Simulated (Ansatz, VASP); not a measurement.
## InSb3: VASP beside Ansatz

```
CELL_PARAMETERS angstrom
0.00000 3.79148 3.79148
3.79148 0.00000 3.79148
3.79148 3.79148 0.00000
ATOMIC_POSITIONS crystal
In 0.00000 0.00000 0.00000
Sb 0.25000 0.25000 0.25000
Sb 0.75000 0.75000 0.75000
Sb 0.50000 0.50000 0.50000
```

Alike in both runs: functional PBE; k mesh 10 × 10 × 10; occupations gaussian, width 0.1 eV; no spin polarisation.

Ansatz relaxed the structure, and its values are those at the end. VASP's run is a single point on that final structure, the one shown.

|  | VASP | Ansatz |
| --- | --- | --- |
| version | VASP 6.6.1 | Ansatz 0.2.0 |
| potentials or method | VASP PAW PBE potentials, release 64 (In_d, Sb) | scalar-relativistic, plane waves, PAW |
| plane-wave cutoff (eV) | 520 | 420 |
| valence electrons in the cell | 28 | 58 |

Ansatz gave:

- gap on the k mesh at the Fermi level (eV): none
- pressure (GPa): 0.0

**Question.** What did VASP give for the same quantities?

**Answer.** gap on the k mesh at the Fermi level (eV): none; pressure (GPa): -0.1.

A gap of «none» marks a metal or a gap that the smearing closes. With one functional, cell and mesh, what is left measures potentials, basis and numerics. The two sets of potentials don't hold the same shells in valence.

Spin-orbit coupling is left out, which matters for the levels of Sb.
